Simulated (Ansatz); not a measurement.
**Defect calculation, host ZrO2**

These are results of Ansatz, DFT PBE, scalar-relativistic, plane waves, PAW, not measurements. Settings: 420 eV cutoff, 2×2×2 k-mesh, shifted by half a step, Gaussian smearing of 0.01 eV, no spin polarisation.

Host crystal, relaxed:

```
Zr O
1.0
     3.62100    0.00000    0.00000
     0.00000    3.62100    0.00000
     0.00000    0.00000    5.28244
Zr O
2 4
Direct
  0.00000 0.00000 0.00000
  0.50000 0.50000 0.50000
  0.00000 0.50000 0.30719
  0.00000 0.50000 0.80719
  0.50000 0.00000 0.69281
  0.50000 0.00000 0.19281
```

Supercell of 48 atoms, rows in host cell vectors: 0 -2 1; -2 0 -1; 2 0 -1. Atoms relax at the host's cell, keeping the symmetry that the supercell leaves at the site. The cell is small, so energies carry finite-size errors of tenths of an eV. The host's Kohn–Sham gap is 4.03 eV. Atoms are taken from and returned to the elements' standard states.

The defect is a foreign atom on a Zr site at (0.000, 0.000, 0.000) of the host cell.

```tsv
charge	E_f at the valence band top (eV)	moment (μB)	largest move (Å)	atoms near the site
0	2.58	0.00	0.40	4 O at 1.68 Å, 4 O at 2.80 Å
```

(1) Which element is it? Judge by the nearest distance in charge 0 and covalent radii.
A. Si
B. Ir
C. Ta
D. C
E. Te

Answers

(1) A. The nearest neighbour is O at 1.68 Å, and the summed covalent radii with O are 1.42 Å for C, 2.07 Å for Ir, 1.77 Å for Si, 2.36 Å for Ta, 2.04 Å for Te, so Si fits best. Bonds can miss such sums by a tenth of an ångström or more.